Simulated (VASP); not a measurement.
# TiAl, energy difference of two geometries: which settings are enough?

TiAl, P4/mmm (no. 123), 2 atoms in the cell. SCAN, energy difference of two geometries; PAW potentials Ti_sv, Al (PBE set). VASP 6.6.1.

Wanted: energy difference within 2.5 meV/atom.

What the run is for: energy difference; Accuracy asked: screening; Second geometry: volume scaled by 1.06.

The series start from Plane-wave cutoff (eV): 360; Smearing width (eV): 0.1; k-point mesh: 13 × 13 × 9; Precision mode (PREC): Accurate; Electronic threshold (eV): 1e-6; Aspherical gradient terms in the spheres (LASPH): yes; Electronic algorithm: ALGO=Normal. Each series keeps the choices made before it, and each single choice may use up half of a tolerance. Times cover all steps of a run.

## Plane-wave cutoff (eV)

| Plane-wave cutoff (eV) | Energy difference (meV/atom) | Time (s) |
|---|---|---|
| 220 | 23.7 | 24 |
| 280 | 32.4 | 32 |
| 320 | 32.4 | 40 |
| 360 | 32.4 | 42 |
| 410 | 32.5 | 53 |
| 480 | 32.5 | 60 |
| 580 | 32.9 | 65 |
| 720 (reference) | 33.1 | 126 |

Chosen: 280, the loosest value from which every tighter one stays within half of the tolerance.

## Smearing width (eV)

| Smearing width (eV) | Energy difference (meV/atom) | Time (s) |
|---|---|---|
| 0.4 | 32.2 | 25 |
| 0.3 | 32.2 | 25 |
| 0.2 | 32.2 | 24 |
| 0.15 | 32.3 | 26 |
| 0.1 | 32.4 | 32 |
| 0.05 (reference) | 32.5 | 28 |

Chosen: 0.4.

## k-point mesh

| k-point mesh | Energy difference (meV/atom) | Time (s) |
|---|---|---|
| 4 × 4 × 3 | 33.5 | 14 |
| 5 × 5 × 4 | 30.0 | 13 |
| 7 × 7 × 5 | 31.6 | 15 |
| 8 × 8 × 6 | 32.1 | 20 |
| 11 × 11 × 8 | 32.4 | 22 |
| 13 × 13 × 9 | 32.2 | 25 |
| 15 × 15 × 11 | 32.4 | 38 |
| 18 × 18 × 13 (reference) | 32.3 | 60 |

Chosen: 7 × 7 × 5.

## Precision mode (PREC)

| Precision mode (PREC) | Energy difference (meV/atom) | Time (s) |
|---|---|---|
| Low | 34.7 | 13 |
| SingleN | 27.8 | 15 |
| Normal | 25.3 | 14 |
| Accurate (reference) | 31.6 | 15 |

Chosen: Accurate; the one before it in the list is off by more than half of the tolerance.

## Electronic threshold (eV)

| Electronic threshold (eV) | Energy difference (meV/atom) | Time (s) |
|---|---|---|
| 0.001 | 31.7 | 9.4 |
| 0.0001 | 31.6 | 14 |
| 1e-5 | 31.6 | 15 |
| 1e-6 | 31.6 | 15 |
| 1e-7 (reference) | 31.6 | 16 |

Chosen: 0.001.

## Aspherical gradient terms in the spheres (LASPH)

| Aspherical gradient terms in the spheres (LASPH) | Energy difference (meV/atom) | Time (s) |
|---|---|---|
| no | 32.4 | 5.0 |
| yes (reference) | 31.7 | 9.4 |

Chosen: no.

## Electronic algorithm

| Electronic algorithm | Energy difference (meV/atom) | Time (s) |
|---|---|---|
| ALGO=Normal | 32.4 | 5.0 |
| ALGO=Fast | 32.0 | 8.0 |
| ALGO=VeryFast | -235.8 | 11 |
| ALGO=All ISEARCH=1 | 31.9 | 7.5 |
| ALGO=All ISEARCH=0 | 31.9 | 7.9 |
| ALGO=Damped TIME=0.4 | 32.5 | 6.7 |
| ALGO=Damped TIME=0.1 | 33.4 | 8.6 |

Chosen: ALGO=Normal; no other choice that stays within half of the tolerance saves 30 % of the time.

## All choices together

| Input | Energy difference (meV/atom) | Time (s) |
|---|---|---|
| the program's defaults (naive) | 27.3 | 2.4 |
| chosen settings | 32.4 | 5.0 |
| reference settings throughout | 32.9 | 300 |

The tolerance is met.

## The input

INCAR:
```
SYSTEM = TiAl
  ALGO = Normal
  EDIFF = 0.001
  ENCUT = 280
  GGA_COMPAT = .FALSE.
  ISIF = 2
  ISMEAR = 1
  KPAR = 4
  LASPH = .FALSE.
  LCHARG = .FALSE.
  LMIXTAU = .TRUE.
  LREAL = .FALSE.
  LWAVE = .FALSE.
  METAGGA = SCAN
  NELM = 120
  PREC = Accurate
  SIGMA = 0.4
```

KPOINTS:
```
Automatic mesh
0
Gamma
  7 7 5
  0 0 0
```

POSCAR.step1:
```
TiAl
1.0
    2.8373000000      0.0000000000      0.0000000000
    0.0000000000      2.8373000000      0.0000000000
    0.0000000000      0.0000000000      4.0591000000
Ti Al
1 1
Direct
    0.0000000000      0.0000000000      0.0000000000
    0.5000000000      0.5000000000      0.5000000000
```

POSCAR.step2:
```
TiAl
1.0
    2.8929474611      0.0000000000      0.0000000000
    0.0000000000      2.8929474611      0.0000000000
    0.0000000000      0.0000000000      4.1387104075
Ti Al
1 1
Direct
    0.0000000000      0.0000000000      0.0000000000
    0.5000000000      0.5000000000      0.5000000000
```

Commands (each step's output is kept before the next begins):
```
cat potpaw_PBE.64/Ti_sv/POTCAR potpaw_PBE.64/Al/POTCAR > POTCAR
cp POSCAR.step1 POSCAR
mpirun -np 4 vasp_std > vasp.out
cp POSCAR.step2 POSCAR
mpirun -np 4 vasp_std > vasp.out
```

The chosen input took VASP 6.6.1 5.0 s on 4 cores (Intel Xeon 6975P-C (Granite Rapids)), a shared host.

## An input that fails: damping step far too long

The electronic loop stops at its limit of 59 steps.

Changes against the starting input:
```
- ALGO = Normal
- NELM = 120
+ ALGO = Damped
+ NELM = 59
+ TIME = 4.0
```
